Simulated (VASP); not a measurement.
Wanted: the native input for a VASP 6.6.1 run.

```yaml
Task: single point
Functional: HSE06
Potentials_or_basis: VASP PAW PBE potentials, release 64 (Pb_d, Te)
Cutoff: 520 eV
k_mesh: 4 × 4 × 4
Occupations: gaussian, width 0.01 eV
Spin: no spin polarisation
Dipole_correction: no
Exchange_at_q_=_0: truncated
Grid_for_exact_exchange_PRECFOCK: Normal
Screening_parameter: 0.2079 1/A
Further_INCAR_settings: ALGO = Normal; EDIFF = 1e-07; NBANDS = 17
```

TePb:

```xyz
2
Lattice="0.0000 3.5847 3.5847 3.5847 0.0000 3.5847 3.5847 3.5847 0.0000" Properties=species:S:1:pos:R:3 pbc="T T T"
Pb    0.0000    0.0000    0.0000
Te    1.7923    1.7923    1.7923
```

The cell was built by a generator and needn't be a form met in nature.

The cell isn't the ideal one: hydrostatic strain -1.6%.

The input as run:

POSCAR

```
TePb
1.0
    0.0000000000      3.5846867617      3.5846867617
    3.5846867617      0.0000000000      3.5846867617
    3.5846867617      3.5846867617      0.0000000000
Pb Te
1 1
Direct
    0.0000000000      0.0000000000      0.0000000000
    0.2500000000      0.2500000000      0.2500000000
```

INCAR.step1

```
SYSTEM = TePb
PREC = Accurate ; ENCUT = 520
EDIFF = 1E-5 ; ISMEAR = 0
SIGMA = 0.01 ; LREAL = .FALSE.
LASPH = .TRUE. ; NELM = 100
ALGO = Normal ; ISIF = 2
LWAVE = .TRUE. ; LCHARG = .FALSE.
NBANDS = 17 ; GGA = PE
```

INCAR.step2

```
SYSTEM = TePb
PREC = Accurate ; ENCUT = 520
EDIFF = 1E-7 ; ISMEAR = 0
SIGMA = 0.01 ; LREAL = .FALSE.
LASPH = .TRUE. ; NELM = 100
ALGO = Normal ; ISIF = 2
LWAVE = .FALSE. ; LCHARG = .FALSE.
GGA = PE ; LHFCALC = .TRUE.
HFSCREEN = 0.2079 ; PRECFOCK = Normal
NBANDS = 17 ; ISTART = 1
```

KPOINTS

```
Automatic mesh
0
G
  4 4 4
  0 0 0
```

Potentials or basis: VASP PAW PBE potentials, release 64 (Pb_d, Te).

Launch:

```console
$ cat potpaw_PBE.64/Pb_d/POTCAR potpaw_PBE.64/Te/POTCAR > POTCAR
$ cp INCAR.step1 INCAR
$ mpirun -np 1 vasp_std > vasp.out
$ cp INCAR.step2 INCAR
$ mpirun -np 1 vasp_std > vasp.out
```

Results of the run:

- Pressure: 1.2 GPa
- Band gap on the k mesh: 0.83 eV, indirect (least direct gap 1.57 eV)

Caveat: the PAW data sets were made with another functional, which shifts forces and pressure a little; spin-orbit coupling is left out, which as a rule narrows the gap of such compounds by several tenths of an eV.

Run time: 23 min on 1 thread of Intel(R) Xeon(R) Platinum 8375C CPU @ 2.90GHz (Ice Lake), on a shared host, peak memory 0.36 GiB.
